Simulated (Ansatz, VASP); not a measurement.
# One calculation of ZrB, two programs

```
Zr B
1.0
     0.00000    2.43143    2.43143
     2.43143    0.00000    2.43143
     2.43143    2.43143    0.00000
Zr B
1 1
Direct
  0.00000 0.00000 0.00000
  0.50000 0.50000 0.50000
```

Alike in both runs: functional PBE; dispersion D3(BJ); k mesh 8 × 8 × 8; occupations gaussian, width 0.1 eV; no spin polarisation.

Ansatz relaxed the structure, and its values are those at the end. VASP's run is a single point on that final structure, the one shown.

```csv
,VASP,Ansatz
version,VASP 6.6.1,Ansatz 0.2.0
potentials or method,"VASP PAW PBE potentials, release 64 (Zr_sv, B)","scalar-relativistic, plane waves, PAW"
plane-wave cutoff (eV),520,420
valence electrons in the cell,15,15
```

```csv
,VASP,Ansatz,Ansatz less VASP
gap on the k mesh at the Fermi level (eV),none,none,-
pressure (GPa),-0.1,-0.2,-0.12
```

A gap of «none» marks a metal or a gap that the smearing closes. The functional is the same, so the differences come from potentials, cutoffs and numerics.

Caveats: pairwise dispersion overbinds metals, which lowers pressure and volume.
